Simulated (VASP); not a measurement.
# Si: molecular dynamics with a thermostat

Si, C2/m (no. 12), 8 atoms in the cell. PBE, molecular dynamics; PAW potentials Si (PBE set).

Ensemble: Nose-Hoover; Target temperature (K): 1600.

## Input

INCAR:
```
SYSTEM = Si
  GGA = PE
  PREC = Normal
  ENCUT = 250
  EDIFF = 1E-6
  NELMIN = 4
  NELM = 60
  ALGO = Fast
  LREAL = Auto
  LASPH = .True.
  ISMEAR = -1
  SIGMA = 0.069
  ISYM = 0
  LWAVE = .False.
  LCHARG = .False.
  IBRION = 0
  NSW = 60
  POTIM = 2.0
  TEBEG = 1600
  ISIF = 2
  RANDOM_SEED = 361513 0 0
  MDALGO = 2
  SMASS = 0
  KPAR = 2
```

KPOINTS:
```
k-points
0
Gamma
  3 3 2
```

POSCAR:
```
Si
1.0
    6.9142654484     -1.9229654150      0.0000000000
    6.9142654484      1.9229654150      0.0000000000
   -0.7468658507      0.0000000000      6.2888139324
Si
8
Direct
    0.2728906700      0.2728906700      0.4144223500
    0.7271093300      0.7271093300      0.5855776500
    0.7872573400      0.7872573400      0.9426921900
    0.2127426600      0.2127426600      0.0573078100
    0.4410006500      0.4410006500      0.3466045600
    0.5589993500      0.5589993500      0.6533954400
    0.9444706400      0.9444706400      0.1260364900
    0.0555293600      0.0555293600      0.8739635100
```

Commands:
```
cat potpaw_PBE.64/Si/POTCAR > POTCAR
mpirun -np 2 vasp_std > vasp.out
```

## Result

- Mean temperature (K): 1525
- Rise of the mean potential energy above the start (meV/atom): 275.0
- Electronic steps per ionic step after the first: 4.7

Course of the run:

| Time (fs) | Temperature (K) | Potential energy less the first (meV/atom) |
|---|---|---|
| 2 | 1599 | 0.0 |
| 12 | 1010 | 70.2 |
| 20 | 662 | 123.3 |
| 30 | 1434 | 90.1 |
| 38 | 2232 | 95.7 |
| 48 | 1871 | 230.2 |
| 56 | 1541 | 307.0 |
| 66 | 1924 | 312.6 |
| 74 | 1960 | 337.2 |
| 84 | 1564 | 392.3 |
| 92 | 1202 | 439.3 |
| 102 | 1091 | 474.9 |
| 110 | 1374 | 481.4 |
| 120 | 2125 | 475.2 |

REPORT:
```
MDALGO =   2
               SCALING =       0
                 CNEXP =     9.000   14.000
           RANDOM_SEED =            361513                0                0

   original number of atomic DOF:         21
   number of independent constraints:      0
   number of active DOF:                  21

========================================
         MD step No.       1
========================================

  Atomic velocities initialized by STEP_tb

  >Energies
                    E_tot             E_pot             E_kin               EPS                ES
   e_b>   -0.40900015E+02   -0.42347260E+02    0.14472455E+01    0.00000000E+00    0.00000000E+00

  >Temperature
               T_sim     T_inst
   tmprt>   1600.000   1599.475

  >Thermostat:
           s(n+1) sdot(n+1)      s(n)   sdot(n)        Qs
   s_b>  -0.00000  -0.00001   0.00000   0.00000   0.17586

           RANDOM_SEED =            361513               48                0

[... steps left out ...]

========================================
         MD step No.      60
========================================

  >Energies
                    E_tot             E_pot             E_kin               EPS                ES
   e_b>   -0.40899648E+02   -0.38545568E+02    0.19226850E+01    0.14494486E+00   -0.44217097E+01

  >Temperature
               T_sim     T_inst
   tmprt>   1600.000   2124.924

  >Thermostat:
           s(n+1) sdot(n+1)      s(n)   sdot(n)        Qs
   s_b>  -1.55997  -0.03054  -1.52713  -0.03515   0.17586

           RANDOM_SEED =            361513               48                0
```

OSZICAR:
```
N       E                     dE             d eps       ncg     rms          rms(c)
DAV:   1     0.426183762910E+02    0.42618E+02   -0.78061E+03   420   0.689E+02
DAV:   2    -0.394883175684E+02   -0.82107E+02   -0.77603E+02   584   0.130E+02
DAV:   3    -0.431888039626E+02   -0.37005E+01   -0.36120E+01   536   0.271E+01
DAV:   4    -0.432590075496E+02   -0.70204E-01   -0.70031E-01   521   0.460E+00
DAV:   5    -0.432613635973E+02   -0.23560E-02   -0.23550E-02   542   0.698E-01    0.107E+01
RMM:   6    -0.425871813020E+02    0.67418E+00   -0.55560E-01   420   0.275E+00    0.646E+00
RMM:   7    -0.423459790885E+02    0.24120E+00   -0.12861E+00   446   0.426E+00    0.608E-01
RMM:   8    -0.423499936910E+02   -0.40146E-02   -0.20466E-01   420   0.205E+00    0.315E-01
RMM:   9    -0.423453327617E+02    0.46609E-02   -0.34637E-02   426   0.909E-01    0.175E-01
RMM:  10    -0.423465974152E+02   -0.12647E-02   -0.99130E-03   453   0.477E-01    0.170E-01
RMM:  11    -0.423470613055E+02   -0.46389E-03   -0.17223E-03   428   0.227E-01    0.104E-01
RMM:  12    -0.423472952226E+02   -0.23392E-03   -0.65718E-04   421   0.137E-01    0.543E-02
[... left out ...]
     59 T=  1976. E= -.40898780E+02 F= -.38547350E+02 E0= -.38522988E+02  EK= 0.17878E+01 SP= -.43E+01 SK= 0.18E+00
[... last step whole ...]
       N       E                     dE             d eps       ncg     rms          rms(c)
DAV:   1    -0.385455101779E+02    0.18399E-02   -0.22105E-02   814   0.184E+00    0.408E-02
RMM:   2    -0.385455631991E+02   -0.53021E-04   -0.54506E-04   420   0.143E-01    0.741E-03
RMM:   3    -0.385455670412E+02   -0.38421E-05   -0.44092E-05   422   0.431E-02    0.717E-03
RMM:   4    -0.385455678385E+02   -0.79733E-06   -0.10002E-05   442   0.181E-02    0.627E-03
RMM:   5    -0.385455679164E+02   -0.77922E-07   -0.18206E-06   264   0.783E-03
     60 T=  2125. E= -.40899648E+02 F= -.38545568E+02 E0= -.38520604E+02  EK= 0.19227E+01 SP= -.44E+01 SK= 0.14E+00
```

Limits: 120 fs of 8 atoms are too short for converged averages; the cell is only 3.7 Å across, so each atom moves in step with near copies of itself.

VASP 6.6.1 took 178 s on 2 cores (Intel Xeon Platinum 8488C (Sapphire Rapids)), a shared host.
